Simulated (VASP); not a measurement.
# W (Im-3m) in VASP: further runs

The runs below take W through relaxation of cell and atoms, single point, with PBE.

Everything below comes from runs of VASP 6.6.1. Logs are shortened: lines on timing, memory, paths and dates and some standing lists are left out, and cuts for length are marked.

## (1) Starting point

It takes space group Im-3m (No. 229, cubic). The conventional cell has a = 3.165 Å, b = 3.165 Å, c = 3.165 Å, α = 90.00°, β = 90.00°, γ = 90.00°. W (site symmetry m-3m) is surrounded by 8 W at 2.74 Å.

## (2) Relaxation of cell and atoms, PBE

Contents of INCAR:

```
SYSTEM = W
ALGO = Fast ; EDIFF = 1E-7
EDIFFG = -0.002 ; ENCUT = 350
GGA = PE ; IBRION = 2
ISIF = 3 ; ISMEAR = 0
LASPH = .TRUE. ; LCHARG = .FALSE.
LREAL = .FALSE. ; LWAVE = .FALSE.
NELM = 100 ; NSW = 80
PREC = Accurate ; SIGMA = 0.1
```

Contents of KPOINTS:

```
k-points
0
G
  18 18 18
  0 0 0
```

Contents of POSCAR:

```
W
1.0
   -1.5823450000      1.5823450000      1.5823450000
    1.5823450000     -1.5823450000      1.5823450000
    1.5823450000      1.5823450000     -1.5823450000
W
1
Direct
    0.0000000000      0.0000000000      0.0000000000
```

Potentials or basis: VASP PAW PBE potentials, release 64 (W_sv).

Command:

```bash
cat potpaw_PBE.64/W_sv/POTCAR > POTCAR
mpirun -np 1 vasp_std > vasp.out
```

OUTCAR:

```text
SYSTEM = W
   EDIFF = 1E-7
   EDIFFG = -0.002
   ENCUT = 350
   GGA = PE
   IBRION = 2
   ISIF = 3
   ISMEAR = 0
   LASPH = .TRUE.
   LREAL = .FALSE.
   NELM = 100
   NSW = 80
   PREC = Accurate

 ion  position               nearest neighbor table
   1  0.000  0.000  0.000-

  LATTYP: Found a body centered cubic cell.
 ALAT       =     3.1646900000

  Lattice vectors:

 A1 = (  -1.5823450000,   1.5823450000,   1.5823450000)
 A2 = (   1.5823450000,  -1.5823450000,   1.5823450000)
 A3 = (   1.5823450000,   1.5823450000,  -1.5823450000)

Analysis of symmetry for initial positions (statically):
=====================================================================
 Subroutine PRICEL returns:
 Original cell was already a primitive cell.

 Routine SETGRP: Setting up the symmetry group for a
 body centered cubic supercell.

 Subroutine GETGRP returns: Found 48 space group operations
 (whereof 48 operations were pure point group operations)
 out of a pool of 48 trial point group operations.

The static configuration has the point symmetry O_h .

Analysis of symmetry for dynamics (positions and initial velocities):
=====================================================================
 Subroutine PRICEL returns:
 Original cell was already a primitive cell.

 Routine SETGRP: Setting up the symmetry group for a
 body centered cubic supercell.

 Subroutine GETGRP returns: Found 48 space group operations
 (whereof 48 operations were pure point group operations)
 out of a pool of 48 trial point group operations.

The dynamic configuration has the point symmetry O_h .

 Subroutine INISYM returns: Found 48 space group operations
 (whereof 48 operations are pure point group operations),
 and found     1 'primitive' translations

----------------------------------------------------------------------------------------

                                     Primitive cell

  volume of cell :      15.8476

  direct lattice vectors                    reciprocal lattice vectors
    -1.582345000  1.582345000  1.582345000     0.000000000  0.315986716  0.315986716
     1.582345000 -1.582345000  1.582345000     0.315986716  0.000000000  0.315986716
     1.582345000  1.582345000 -1.582345000     0.315986716  0.315986716  0.000000000

  length of vectors
     2.740701935  2.740701935  2.740701935     0.446872699  0.446872699  0.446872699

  position of ions in fractional coordinates (direct lattice)
     0.000000000  0.000000000  0.000000000

  ion indices of the primitive-cell ions
   primitive index   ion index
                 1           1

----------------------------------------------------------------------------------------

 KPOINTS: k-points

Automatic generation of k-mesh.
 Grid dimensions read from file:
 generate k-points for:   18   18   18

 Generating k-lattice:

  Cartesian coordinates                     Fractional coordinates (reciprocal lattice)
     0.000000000  0.017554818  0.017554818     0.055555556  0.000000000  0.000000000
     0.017554818  0.000000000  0.017554818     0.000000000  0.055555556  0.000000000
     0.017554818  0.017554818  0.000000000     0.000000000  0.000000000  0.055555556

  Length of vectors
     0.024826261  0.024826261  0.024826261

  Shift w.r.t. Gamma in fractional coordinates (k-lattice)
     0.000000000  0.000000000  0.000000000

 Subroutine IBZKPT returns following result:
 ===========================================

 Found    195 irreducible k-points:

 Following reciprocal coordinates:
            Coordinates               Weight
  0.000000  0.000000  0.000000      1.000000
  0.055556  0.000000  0.000000     12.000000
  0.111111  0.000000  0.000000     12.000000
  0.166667  0.000000  0.000000     12.000000
  0.222222  0.000000  0.000000     12.000000
  0.277778  0.000000  0.000000     12.000000
[... 16 lines left out ...]
  0.333333  0.111111 -0.000000     48.000000
  0.388889  0.111111  0.000000     48.000000
 [... further k-points ...]
   k-points           NKPTS =    195   k-points in BZ     NKDIM =    195   number of bands    NBANDS=     11
   number of dos      NEDOS =    301   number of ions     NIONS =      1
   total plane-waves  NPLWV =   5832
   dimension x,y,z NGX =    18 NGY =   18 NGZ =   18
   dimension x,y,z NGXF=    36 NGYF=   36 NGZF=   36
   ions per type =               1
   NGX,Y,Z   is equivalent  to a cutoff of  10.92, 10.92, 10.92 a.u.
   NGXF,Y,Z  is equivalent  to a cutoff of  21.84, 21.84, 21.84 a.u.
 SYSTEM =  W
   PREC   = accura    normal or accurate (medium, high low for compatibility)
   ISTART =      0    job   : 0-new  1-cont  2-samecut
   ICHARG =      2    charge: 1-file 2-atom 10-const
   ISPIN  =      1    spin polarized calculation?
   LNONCOLLINEAR =      F non collinear calculations
   LSORBIT =      F    spin-orbit coupling
   LASPH  =      T    aspherical Exc in radial PAW
   ENCUT  =  350.0 eV  25.72 Ry    5.07 a.u.   4.18  4.18  4.18*2*pi/ulx,y,z
   NELM   =    100;   NELMIN=  2; NELMDL= -5     # of ELM steps
   EDIFF  = 0.1E-06   stopping-criterion for ELM
   LREAL  =      F    real-space projection
   EDIFFG = -.2E-02   stopping-criterion for IOM
   NSW    =     80    number of steps for IOM
   IBRION =      2    ionic relax: 0-MD 1-quasi-New 2-CG
   NFREE  =      1    steps in history (QN), initial steepest desc. (CG)
   ISIF   =      3    stress and relaxation
   ISYM   =      2    0-nonsym 1-usesym 2-fastsym
   POTIM  = 0.5000    time-step for ionic-motion
   TEBEG  =    0.0;   TEEND  =   0.0 temperature during run
   PSTRESS=    0.0 pullay stress
   NELECT =      14.0000    total number of electrons
   NUPDOWN=      -1.0000    fix difference up-down
   EMIN   =  10.00;   EMAX   =-10.00  energy-range for DOS
   EFERMI =   0.00;   METHOD = LEGACY
   ISMEAR =     0;   SIGMA  =   0.10  broadening in eV -4-tet -1-fermi 0-gaus
   EFERMI_NEDOS =   21; number of points for ismear=-14 and -15
   IALGO  =     68    algorithm
   IMIX   =      4    mixing-type and parameters
     AMIX     =   0.40;   BMIX     =  1.00
     AMIX_MAG =   1.60;   BMIX_MAG =  1.00
  volume/ion in A,a.u.               =      15.85       106.94
  Fermi-wavevector in a.u.,A,eV,Ry     =   1.570832  2.968442 33.572544  2.467512
  Thomas-Fermi vector in A             =   2.672506
   LORBIT       =      0    0 simple, 1 ext, 2 COOP (PROOUT), +10 PAW based schemes
   GGA     = PE    functional components
   LHFCALC =     F    Hartree Fock is set to
   AEXX    =    0.0000 exact exchange contribution
   IVDW    =     0    specifies the selected vdW correction
   LEPSILON=     F    determine dielectric tensor
   LRPA    =     F    only Hartree local field effects (RPA)
 conjugate gradient relaxation of ions
 non-spin polarized calculation
 RMM-DIIS sequential band-by-band and
 Gauss-broadening in eV      SIGMA  =   0.10
  energy-cutoff  :      350.00
  volume of cell :       15.85
 maximum number of plane-waves:       246
 NGX is ok and might be reduce to    18
   NGX =  9   NGY =  9   NGZ =  9

--------------------------------------- Ionic step        1  -------------------------------------------

 number of electron      14.0000001 magnetization

 Free energy of the ion-electron system (eV)
  ---------------------------------------------------
  ext. energy  EPLUGINS =         0.00000000
  ---------------------------------------------------
  free energy    TOTEN  =       -12.94418617 eV

  energy without entropy =      -12.94071475  energy(sigma->0) =      -12.94245046

------------------------ aborting loop because EDIFF is reached ----------------------------------------

  FORCE on cell =-STRESS in cart. coord.  units (eV):
  Direction    XX          YY          ZZ          XY          YZ          ZX
  --------------------------------------------------------------------------------------
  -------------------------------------------------------------------------------------
  Total        0.5831881      0.5831881      0.5831881     -0.0000000     -0.0000000      0.0000000
  in kB       58.9597584     58.9597584     58.9597584     -0.0000000     -0.0000000      0.0000000
  external PRESSURE =      58.9597584 kB  Pullay stress =       0.0000000 kB
[... 90 lines left out ...]
  energy  without entropy=      -12.9458368706  energy(sigma->0) =      -12.94762729

--------------------------------------- Ionic step        4  -------------------------------------------

 number of electron      13.9999994 magnetization

 Free energy of the ion-electron system (eV)
  ---------------------------------------------------
  ext. energy  EPLUGINS =         0.00000000
  ---------------------------------------------------
  free energy    TOTEN  =       -12.94942260 eV

  energy without entropy =      -12.94584519  energy(sigma->0) =      -12.94763390

 E-fermi :  11.1851     XC(G=0): -13.5393

 val. band max:       11.1808689224   @ k =  -0.2778   0.3333   0.2222
 cond. band min:      11.1968805887   @ k =   0.5000   0.5000   0.2222
 fundamental gap:      0.0160116663
 Fermi energy:        11.1850506148

 k-point     1 :       0.0000    0.0000    0.0000
  band No.  band energies     occupation
      1     -63.0152      2.00000
      2     -26.6039      2.00000
      3     -26.6039      2.00000
      4     -26.6039      2.00000
      5       1.6470      2.00000
      6       9.9899      2.00000
      7       9.9899      2.00000
      8       9.9899      2.00000
      9      13.4079      0.00000
     10      13.4079      0.00000
     11      25.6615      0.00000
[... 309 lines left out ...]
 k-point    24 :       0.3889    0.1111    0.0000
  band No.  band energies     occupation
      1     -62.8912      2.00000
      2     -27.7426      2.00000
      3     -27.0323      2.00000
      4     -26.6638      2.00000
      5       5.4533      2.00000
      6       7.8531      2.00000
      7      10.5718      2.00000
      8      13.1734      0.00000
      9      14.4673      0.00000
     10      17.4594      0.00000
     11      21.8563      0.00000

 [... further k-points ...]

------------------------ aborting loop because EDIFF is reached ----------------------------------------

  FORCE on cell =-STRESS in cart. coord.  units (eV):
  Direction    XX          YY          ZZ          XY          YZ          ZX
  --------------------------------------------------------------------------------------
  -------------------------------------------------------------------------------------
  Total        0.0007356      0.0007356      0.0007356      0.0000000      0.0000000      0.0000000
  in kB        0.0730245      0.0730245      0.0730245      0.0000000      0.0000000      0.0000000
  external PRESSURE =       0.0730245 kB  Pullay stress =       0.0000000 kB
[... 16 lines left out ...]
  FREE ENERGIE OF THE ION-ELECTRON SYSTEM (eV)
  ---------------------------------------------------
  free  energy   TOTEN  =       -12.9494226046 eV

  energy  without entropy=      -12.9458451878  energy(sigma->0) =      -12.94763390

 reached required accuracy - stopping structural energy minimisation
```

It took 67 s on 1 thread of AMD EPYC 7R13 (Zen 3), shared host; peak memory 0.11 GiB.

Results:

```
Free energy                            : -12.9494 eV
Relaxed volume                         : 16.14 Å³/atom
Relaxed cell                           : a = 2.757 Å, b = 2.757 Å, c = 2.757 Å, α = 109.47°, β = 109.47°, γ = 109.47°
Space group after relaxing (to 0.05 Å) : Im-3m (No. 229)
Energy gained by relaxing              : 5.2 meV/atom
Ionic steps                            : 4
Pressure after relaxing                : 0.0 GPa
Band gap on the k mesh                 : none (metal or under the smearing width)
```

Step by step:
```tsv
step	energy change (eV)	largest force (eV/Å)	pressure (GPa)	volume (Å³)
1	0.0000	0.0000	5.90	15.85
2	0.0574	0.0000	-17.46	17.22
3	-0.0052	0.0000	-0.17	16.15
4	-0.0052	0.0000	0.01	16.14
```

Final structure:
```
W
1.0
    -1.59198    1.59198    1.59198
     1.59198   -1.59198    1.59198
     1.59198    1.59198   -1.59198
W
1
Direct
  0.00000 0.00000 0.00000
```

## (3) Relaxation of cell and atoms, PBE

This run uses another cell than the first one, of 16.14 Å³/atom, 1.018 times its volume.

INCAR is that of step 2.

KPOINTS is that of step 2.

Contents of POSCAR:

```
W                                       
1.0
   -1.5919814191      1.5919814191      1.5919814191
    1.5919814191     -1.5919814191      1.5919814191
    1.5919814191      1.5919814191     -1.5919814191
  W             
     1
Direct
     0.0000000000000000    0.0000000000000000    0.0000000000000000
```

Potentials or basis: VASP PAW PBE potentials, release 64 (W_sv).

Command:

```bash
cat potpaw_PBE.64/W_sv/POTCAR > POTCAR
mpirun -np 1 vasp_std > vasp.out
```

OUTCAR:

```text
SYSTEM = W
   EDIFF = 1E-7
   EDIFFG = -0.002
   ENCUT = 350
   GGA = PE
   IBRION = 2
   ISIF = 3
   ISMEAR = 0
   LASPH = .TRUE.
   LREAL = .FALSE.
   NELM = 100
   NSW = 80
   PREC = Accurate

 ion  position               nearest neighbor table
   1  0.000  0.000  0.000-

  LATTYP: Found a body centered cubic cell.
 ALAT       =     3.1839628382

  Lattice vectors:

 A1 = (  -1.5919814191,   1.5919814191,   1.5919814191)
 A2 = (   1.5919814191,  -1.5919814191,   1.5919814191)
 A3 = (   1.5919814191,   1.5919814191,  -1.5919814191)

Analysis of symmetry for initial positions (statically):
=====================================================================
 Subroutine PRICEL returns:
 Original cell was already a primitive cell.

 Routine SETGRP: Setting up the symmetry group for a
 body centered cubic supercell.

 Subroutine GETGRP returns: Found 48 space group operations
 (whereof 48 operations were pure point group operations)
 out of a pool of 48 trial point group operations.

The static configuration has the point symmetry O_h .

Analysis of symmetry for dynamics (positions and initial velocities):
=====================================================================
 Subroutine PRICEL returns:
 Original cell was already a primitive cell.

 Routine SETGRP: Setting up the symmetry group for a
 body centered cubic supercell.

 Subroutine GETGRP returns: Found 48 space group operations
 (whereof 48 operations were pure point group operations)
 out of a pool of 48 trial point group operations.

The dynamic configuration has the point symmetry O_h .

 Subroutine INISYM returns: Found 48 space group operations
 (whereof 48 operations are pure point group operations),
 and found     1 'primitive' translations

----------------------------------------------------------------------------------------

[... 132 lines left out ...]

 number of electron      13.9999994 magnetization

 Free energy of the ion-electron system (eV)
  ---------------------------------------------------
  ext. energy  EPLUGINS =         0.00000000
  ---------------------------------------------------
  free energy    TOTEN  =       -12.95033525 eV

  energy without entropy =      -12.94675952  energy(sigma->0) =      -12.94854739

------------------------ aborting loop because EDIFF is reached ----------------------------------------

  FORCE on cell =-STRESS in cart. coord.  units (eV):
  Direction    XX          YY          ZZ          XY          YZ          ZX
  --------------------------------------------------------------------------------------
  -------------------------------------------------------------------------------------
  Total        0.0062873      0.0062873      0.0062873      0.0000000      0.0000000      0.0000000
  in kB        0.6241671      0.6241671      0.6241671      0.0000000      0.0000000      0.0000000
  external PRESSURE =       0.6241671 kB  Pullay stress =       0.0000000 kB
[... 57 lines left out ...]
--------------------------------------- Ionic step        3  -------------------------------------------

 number of electron      13.9999994 magnetization

 Free energy of the ion-electron system (eV)
  ---------------------------------------------------
  ext. energy  EPLUGINS =         0.00000000
  ---------------------------------------------------
  free energy    TOTEN  =       -12.95033550 eV

  energy without entropy =      -12.94675881  energy(sigma->0) =      -12.94854715

 E-fermi :  11.1829     XC(G=0): -13.5384

 val. band max:       11.1785039551   @ k =  -0.2778   0.3333   0.2222
 cond. band min:      11.1947627544   @ k =   0.5000   0.5000   0.2222
 fundamental gap:      0.0162587992
 Fermi energy:        11.1828974734

 k-point     1 :       0.0000    0.0000    0.0000
  band No.  band energies     occupation
      1     -63.0179      2.00000
      2     -26.6066      2.00000
      3     -26.6066      2.00000
      4     -26.6066      2.00000
      5       1.6458      2.00000
      6       9.9881      2.00000
      7       9.9882      2.00000
      8       9.9882      2.00000
      9      13.4055      0.00000
     10      13.4055      0.00000
     11      25.6592      0.00000
[... 309 lines left out ...]
 k-point    24 :       0.3889    0.1111    0.0000
  band No.  band energies     occupation
      1     -62.8942      2.00000
      2     -27.7447      2.00000
      3     -27.0348      2.00000
      4     -26.6664      2.00000
      5       5.4521      2.00000
      6       7.8516      2.00000
      7      10.5695      2.00000
      8      13.1708      0.00000
      9      14.4644      0.00000
     10      17.4559      0.00000
     11      21.8522      0.00000

 [... further k-points ...]

------------------------ aborting loop because EDIFF is reached ----------------------------------------

  FORCE on cell =-STRESS in cart. coord.  units (eV):
  Direction    XX          YY          ZZ          XY          YZ          ZX
  --------------------------------------------------------------------------------------
  -------------------------------------------------------------------------------------
  Total        0.0009154      0.0009154      0.0009154     -0.0000000     -0.0000000      0.0000000
  in kB        0.0908583      0.0908583      0.0908583     -0.0000000     -0.0000000      0.0000000
  external PRESSURE =       0.0908583 kB  Pullay stress =       0.0000000 kB
[... 16 lines left out ...]
  FREE ENERGIE OF THE ION-ELECTRON SYSTEM (eV)
  ---------------------------------------------------
  free  energy   TOTEN  =       -12.9503354952 eV

  energy  without entropy=      -12.9467588079  energy(sigma->0) =      -12.94854715

 reached required accuracy - stopping structural energy minimisation
```

Run time: 34 s. Hardware: 1 thread of AMD EPYC 7R13 (Zen 3), shared host; peak memory 0.11 GiB.

What came out:

| Item | Value |
| --- | --- |
| Free energy | -12.9503 eV |
| Relaxed volume | 16.14 Å³/atom |
| Relaxed cell | a = 2.758 Å, b = 2.758 Å, c = 2.758 Å, α = 109.47°, β = 109.47°, γ = 109.47° |
| Space group after relaxing (to 0.05 Å) | Im-3m (No. 229) |
| Energy gained by relaxing | 0.0 meV/atom |
| Ionic steps | 3 |
| Pressure after relaxing | 0.0 GPa |
| Band gap on the k mesh | none (metal or under the smearing width) |

Final structure:
```
W
1.0
    -1.59206    1.59206    1.59206
     1.59206   -1.59206    1.59206
     1.59206    1.59206   -1.59206
W
1
Direct
  0.00000 0.00000 0.00000
```

## (4) Single point, PBE

This run uses another cell than the first one, of 16.14 Å³/atom, 1.019 times its volume.

Contents of INCAR:

```
SYSTEM = W
PREC = Accurate ; ENCUT = 350
EDIFF = 1E-7 ; ISMEAR = 0
SIGMA = 0.1 ; LREAL = .FALSE.
LASPH = .TRUE. ; NELM = 100
ALGO = Fast ; ISIF = 2
LWAVE = .FALSE. ; LCHARG = .FALSE.
GGA = PE
```

Contents of KPOINTS:

```
regular mesh
0
G
  18 18 18
  0 0 0
```

Contents of POSCAR:

```
W                                       
1.0
   -1.5920577161      1.5920577161      1.5920577161
    1.5920577161     -1.5920577161      1.5920577161
    1.5920577161      1.5920577161     -1.5920577161
  W             
     1
Direct
     0.0000000000000000    0.0000000000000000    0.0000000000000000
```

Command:

```bash
cat potpaw_PBE.64/W_sv/POTCAR > POTCAR
mpirun -np 1 vasp_std > vasp.out
```

It took 24 s on 1 thread of AMD EPYC 7R13 (Zen 3), shared host; peak memory 0.1 GiB.

The run converged. Its results:

```yaml
Free_energy: -12.9503 eV
Pressure: 0.0 GPa
Band_gap_on_the_k_mesh: none (metal or under the smearing width)
```

Levels at points of the mesh, in eV from the Fermi level:
| k point | band 4 | band 5 | band 6 | band 7 | band 8 | band 9 | band 10 | band 11 |
| --- | --- | --- | --- | --- | --- | --- | --- | --- |
| (0.00, 0.00, 0.00) | -37.79 | -9.54 | -1.19 | -1.19 | -1.19 | 2.22 | 2.22 | 14.48 |
| (0.50, 0.00, 0.00) | -37.80 | -6.16 | -3.48 | 0.62 | 2.11 | 3.06 | 6.00 | 11.44 |
| (0.50, 0.50, 0.50) | -38.64 | -5.69 | -5.69 | 5.04 | 5.04 | 5.04 | 8.10 | 8.10 |

The run has no spin-orbit coupling, so splittings on W are missing.

(Part 1 of 2 ends here.)
